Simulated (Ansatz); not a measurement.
**HgTe (h-MgO type) by several functionals**

All numbers come from Ansatz 0.2.0. No magnetic order. The prototype was imposed, so other structures may be more stable.

The cell is HgTe built on the h-MgO prototype (no longer in that coordination); cell and atoms were relaxed with r2SCAN. The symmetry is P6_3/mmc (No. 194, hexagonal); conventional cell a = 4.820 Å, c = 7.196 Å, 36.19 Å³ an atom. Hg has 3 Te at 2.78 Å; Te has 3 Hg at 2.78 Å.

Relaxed lattice by functional, symmetry kept:

| functional | k mesh | a (Å) | c (Å) | volume (Å³/atom) |
| --- | --- | --- | --- | --- |
| PBE | 6×6×4 | 4.877 | 7.298 | 37.58 |
| r2SCAN | 6×6×4 | 4.820 | 7.196 | 36.19 |
| PBEsol | 6×6×4 | 4.828 | 6.705 | 33.83 |
| LDA | 6×6×4 | 4.929 | 6.053 | 31.83 |
| HSE06 | 6×6×2 | 4.779 | 7.479 | 36.98 |

Gaps on the r2SCAN cell, each the least over its mesh and the special points:
```tsv
level	k mesh	gap (eV)	kind	edges	least direct gap (eV)	rough cost
LDA	6×6×4	none (overlap 0.33)	–	–	–	16 core-seconds
PBE	6×6×4	none (overlap 0.31)	–	–	–	30 core-seconds
PBE+SOC	6×6×4	none (overlap 0.19)	–	–	–	100 core-seconds
r2SCAN	6×6×4	none (overlap 0.13)	–	–	–	30 core-seconds
```
All runs use a smearing of 0.02 eV.
Wave cutoffs: 420 eV, 500 eV (r2SCAN).
Points off the special ones are mesh points or PBE's searched band edges, reused at the other levels.
Costs come from shared machines and give only the order; PBE's includes the band path.

With r2SCAN the bands overlap by 0.13 eV (counted from 1, band 36 peaks at Γ–M (0.20 of the way from Γ) and band 37 bottoms out at Γ–A (0.90 of the way from Γ)): no gap. PBE+SOC gives no gap: the lowest nominally empty band dips 0.19 eV below the top of the last filled one (its bottom at Γ–A (0.90 of the way from Γ), the top at Γ–M (0.33 of the way from Γ)), so the cell is a metal or semimetal at this level.

No level opens a gap, but no hybrid is among them, and semilocal functionals can close a real gap.

Only the levels marked +SOC include spin-orbit coupling.

The meshes of the hybrids are coarse, so their gaps aren't converged to the digits shown.
